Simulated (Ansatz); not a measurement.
Space group P6_422 (No. 181). a = 5.039 Å, b = 5.039 Å, c = 5.525 Å, α = 90.00°, β = 90.00°, γ = 120.00°
```tsv
atom	site	symmetry	x	y	z
Si	3c	222	0.0000	0.5000	0.3333
O	6j	..2	0.5844	0.7922	0.8333
```

Equation of state of this SiO₂ structure (not necessarily the ground state), with shape and atoms relaxed at each volume where symmetry leaves them free. The calculation used Ansatz 0.2.0, DFT LDA, scalar-relativistic, plane waves, PAW.

Cutoff 420 eV; k points 6×6×4 on the computed 9-atom cell (Γ-centred); Gaussian smearing, width 0.02 eV; no spin polarisation.

```csv
V (Å³/atom),E − E(largest V) (meV/atom),P (GPa),gap on mesh (eV)
11.878,40.63,18.96,5.57
12.283,-1.11,14.03,5.64
12.687,-30.19,9.06,5.63
13.092,-47.00,4.34,5.58
13.497,-52.50,0.00,5.50
13.902,-47.34,-3.96,5.38
14.307,-32.71,-7.53,5.24
14.847,0.00,-11.78,5.02
```

Q: Fit a third-order Birch–Murnaghan equation to E(V).

A: V0 = 13.50 Å³/atom, B0 = 137 GPa, B0' = 1.7.

The gaps are read on the mesh, which can miss the band edges, so they can be too wide.

This form isn't the usual stable structure of the compound.